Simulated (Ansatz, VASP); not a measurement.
## Two plane-wave programs on Se

The input POSCAR:

```
Se
1.0
    2.7869407321      0.0000000000      0.0000000000
    0.0000000000      2.7869407321      0.0000000000
    0.0000000000      0.0000000000      2.7869407321
Se
1
Direct
    0.0000000000      0.0000000000      0.0000000000
```

Contents of INCAR.step1:

```
SYSTEM = Se
PREC     = Accurate       ! precision mode
ENCUT    = 520            ! plane-wave cutoff, eV
ISMEAR   = -1             ! smearing method
SIGMA    = 0.1            ! smearing width, eV
LREAL    = .False.        ! projectors in reciprocal space
LASPH    = .True.         ! aspherical terms in the spheres
NELM     = 80             ! most SCF steps
NBANDS   = 9              ! bands
GGA      = PE             ! functional
ALGO     = Normal         ! electronic algorithm
EDIFF    = 1E-4           ! SCF threshold, eV
LWAVE    = .True.         ! write WAVECAR
LCHARG   = .False.        ! write CHGCAR
```

The input INCAR.step2:

```
SYSTEM = Se
PREC     = Accurate       ! precision mode
ENCUT    = 520            ! plane-wave cutoff, eV
EDIFF    = 1E-6           ! SCF threshold, eV
ISMEAR   = -1             ! smearing method
SIGMA    = 0.1            ! smearing width, eV
LREAL    = .False.        ! projectors in reciprocal space
LASPH    = .True.         ! aspherical terms in the spheres
NELM     = 80             ! most SCF steps
ALGO     = Normal         ! electronic algorithm
ISIF     = 2              ! what is computed and relaxed
LWAVE    = .False.        ! write WAVECAR
LCHARG   = .True.         ! write CHGCAR
METAGGA  = R2SCAN         ! meta-GGA
LMIXTAU  = .True.       
LELF     = .True.         ! ELF
LVHAR    = .True.       
NBANDS   = 9              ! bands
ISTART   = 1
```

KPOINTS

```
Automatic mesh
0
Gamma
  8 8 8
  0 0 0
```

Input for Ansatz:

```yaml
crystal:
  lattice:
    - [2.7869407320616393, 0.0, 0.0]
    - [0.0, 2.7869407320616393, 0.0]
    - [0.0, 0.0, 2.7869407320616393]
  atoms:
    - { symbol: Se, position: [0.0, 0.0, 0.0] }
basis:
  ecutwfc: 600.0
kpoints:
  mp_grid:
    grid: [8, 8, 8]
hamiltonian:
  xc: r2scan
scf:
  convergence:
    dr2_threshold: 1.0e-07
  occupations:
    method: fermi_dirac
    width: 0.1
output:
  stress: true
```

This isn't the form of Se at room conditions, which is trigonal, of chains.

Alike in both runs: task single point; functional r2SCAN; k mesh 8 × 8 × 8; occupations fermi-dirac, width 0.1 eV; no spin polarisation.

|  | VASP | Ansatz |
| --- | --- | --- |
| version | VASP 6.6.1 | Ansatz 0.2.0 |
| potentials or method | VASP PAW PBE potentials, release 64 (Se) | plane waves, PAW |
| plane-wave cutoff (eV) | 520 | 600 |
| valence electrons in the cell | 6 | 16 |

```csv
,VASP,Ansatz,Ansatz less VASP
pressure (GPa),3.0,3.0,+0.08
```

The two sets of potentials don't hold the same shells in valence. Ansatz warned: «stress_scf_threshold_loose».

Caveats: the PAW data sets were made with another functional, which shifts forces and pressure a little (VASP).
